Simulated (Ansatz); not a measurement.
# Se: the order of phases at one pressure

Which of bcc, hcp, A7, sc, simple hexagonal has the lowest enthalpy for Se at one common pressure? The runs shown use LAPW. Companion runs by PAW are cited.

Method: DFT, PBEsol, all-electron LAPW, scalar-relativistic, in Ansatz 0.2.0.

**1. Starting point**

Symmetry: Im-3m, No. 229, cubic system. Conventional cell: a = 2.661 Å, b = 2.661 Å, c = 2.661 Å, α = 90.00°, β = 90.00°, γ = 90.00°. Se (site symmetry m-3m) has 8 Se at 2.30 Å in its first shell of neighbours.

Structure file:

```
Se
1.0
    -1.33041    1.33041    1.33041
     1.33041   -1.33041    1.33041
     1.33041    1.33041   -1.33041
Se
1
Direct
  0.00000 0.00000 0.00000
```

**2. Bcc relaxed under pressure, LAPW**

The input, input.yaml:

```yaml
crystal:
  lattice:
    - [-1.3304146036, 1.3304146036, 1.3304146036]
    - [1.3304146036, -1.3304146036, 1.3304146036]
    - [1.3304146036, 1.3304146036, -1.3304146036]
  atoms:
    - { symbol: Se, position: [0.0, 0.0, 0.0] }
kpoints:
  mp_grid: { grid: [20, 20, 20] }
scf:
  occupations: { method: fermi_dirac, width: 0.08 }
hamiltonian:
  xc: pbesol
  pseudopotentials: { kind: all_electron, lapw: { basis_error: 0.0005 } }
output:
  forces: true
  stress: true
  eigenvalues: true
relax:
  f_tol: 0.005
  max_steps: 12
  cell: { p_target: 290.0, stress_tol: 0.145 }
```

Command:

```
> ansatz run input.yaml --threads 1 --pin off --max-ram 3584MiB --backend cpu --events-out ev --progress --plain --runs-dir out
```

Further steps of the session: Hcp relaxed under pressure, LAPW; A7 relaxed under pressure, LAPW; Sc relaxed under pressure, LAPW; Simple hexagonal relaxed under pressure, LAPW.

Before running it: what results should come out? Wanted: pressure; lowest (for each run or level that gives them).

As calculated:

| quantity | value |
| --- | --- |
| pressure | 290 GPa |
| lowest (LAPW) | A7, 16.5 meV/atom under bcc |
| lowest (PAW) | A7, 16.7 meV/atom under bcc |

By LAPW the order is A7 < bcc < hcp < simple hexagonal < sc. By PAW the order is A7 < bcc < hcp < simple hexagonal < sc. The methods agree on the lowest phase. Only these structures were tried, with electrons smeared by 0.08 eV and without vibrations, so the true ground state may be another. The k meshes differ between phases and weren't tested, which can move differences by some meV.
